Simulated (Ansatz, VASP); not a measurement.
**GaSb in VASP and in Ansatz**

INCAR

```
PREC     = Accurate       # precision mode
ENCUT    = 520            # plane-wave cutoff, eV
EDIFF    = 1E-7           # SCF threshold, eV
ISMEAR   = 0              # smearing method
SIGMA    = 0.023          # smearing width, eV
LREAL    = False          # projectors in reciprocal space
LASPH    = True           # aspherical terms in the spheres
NELM     = 60             # most SCF steps
ALGO     = Normal         # electronic algorithm
ISIF     = 2              # what is computed and relaxed
LWAVE    = False          # write WAVECAR
LCHARG   = False          # write CHGCAR
GGA      = PE             # functional
NBANDS   = 16             # bands
```

Contents of KPOINTS:

```
Automatic mesh
0
Gamma
  8 8 8
```

The input POSCAR:

```
GaSb
1.0
    0.0000000000      3.0590000000      3.0590000000
    3.0590000000      0.0000000000      3.0590000000
    3.0590000000      3.0590000000      0.0000000000
Sb Ga
1 1
Direct
    0.7500000000      0.7500000000      0.7500000000
    0.0000000000      0.0000000000      0.0000000000
```

Contents of input.yaml:

```yaml
crystal:
  lattice:
    - [0.0, 3.059, 3.059]
    - [3.059, 0.0, 3.059]
    - [3.059, 3.059, 0.0]
  atoms:
    - { symbol: Sb, position: [0.75, 0.75, 0.75] }
    - { symbol: Ga, position: [0.0, 0.0, 0.0] }
kpoints:
  mp_grid: { grid: [8, 8, 8] }
scf:
  occupations: { method: gaussian, width: 0.023 }
hamiltonian:
  xc: pbe
  pseudopotentials: { kind: all_electron, lapw: { basis_error: 0.001 } }
output:
  forces: true
  stress: true
  eigenvalues: true
```

Alike in both runs: task single point; functional PBE; k mesh 8 × 8 × 8; occupations gaussian, width 0.023 eV; no spin polarisation.

|  | VASP | Ansatz |
| --- | --- | --- |
| version | VASP 6.6.1 | Ansatz 0.2.0 |
| potentials or method | VASP PAW PBE potentials, release 64 (Sb, Ga_d) | all-electron LAPW, scalar-relativistic |
| plane-wave cutoff (eV) | 520 | see its input |

VASP gave:

```
gap on the k mesh at the Fermi level (eV) : 0.04
least direct gap on the mesh (eV)         : 0.04
pressure (GPa)                            : 2.4
```

Question: Which values does Ansatz return?

Answer: gap on the k mesh at the Fermi level (eV): 0.04; least direct gap on the mesh (eV): 0.04; pressure (GPa): 2.3.

Ansatz ran all-electron here, so the differences hold the error of VASP's frozen core and of both bases.

Caveats: spin-orbit coupling is left out, which moves the levels of the heavy elements.
